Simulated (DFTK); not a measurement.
Runs of DFTK 0.8.2 on Ag. It takes space group Fm-3m (No. 225, cubic). Conventional cell: a = 4.085 Å, b = 4.085 Å, c = 4.085 Å, α = 90.00°, β = 90.00°, γ = 90.00°. Around Ag (site symmetry m-3m) lie 12 Ag at 2.89 Å. 

```tsv
task	level	potentials or basis	cell	k mesh	cutoff (eV)	kinetic blow-up at the cutoff (BlowupCHV)	most ionic steps	gradient tolerance	SCF solver	mesh quality	gap on the mesh (eV)	pressure (GPa)	V0 of scaled cells (Å³/atom)	relaxed volume (Å³/atom)	B0 (GPa)
equation of state	PBEsol	dojo.nc.sr.pbesol.v0_4_1.standard.upf (PBEsol)	as given	7 × 7 × 7	1116	-	-	-	-	coarse	-	-	16.60	-	122
relaxation of cell and atoms	r2SCAN	SG15 1.2 (PBE)	relaxed	8 × 8 × 8	1415	yes	30	0.0002 Ha/bohr	-	not flagged	none	0.0	-	(a)	-
relaxation of cell and atoms	LDA	SG15 1.2 (PBE)	relaxed	8 × 8 × 8	1415	yes	30	0.0002 Ha/bohr	-	not flagged	none	-0.1	-	15.98	-
equation of state	r2SCAN	SG15 1.2 (PBE)	as given	7 × 7 × 7	1225	-	-	-	ScfAndersonSolver	coarse	-	-	17.10	-	108
single point	PBE	dojo.nc.sr.pbe.v0_4_1.standard.upf (PBE)	as given	11 × 11 × 11	1116	-	-	-	-	not flagged	none	(b)	-	-	-
```

Alike in all rows: no spin polarisation; smearing fermi-dirac 0.05 eV.

Q: Estimate the missing entries.

A: (a) 17.28; (b) 4.2.

Caveats: some runs use coarse meshes; the potentials were made for another functional, which shifts forces and pressure (some runs).

A k mesh can miss the band edges, and the runs leave out spin-orbit coupling on Ag.

A gap of «none» marks a metal or a gap under the smearing width.

Not every run made on this cell is shown here.
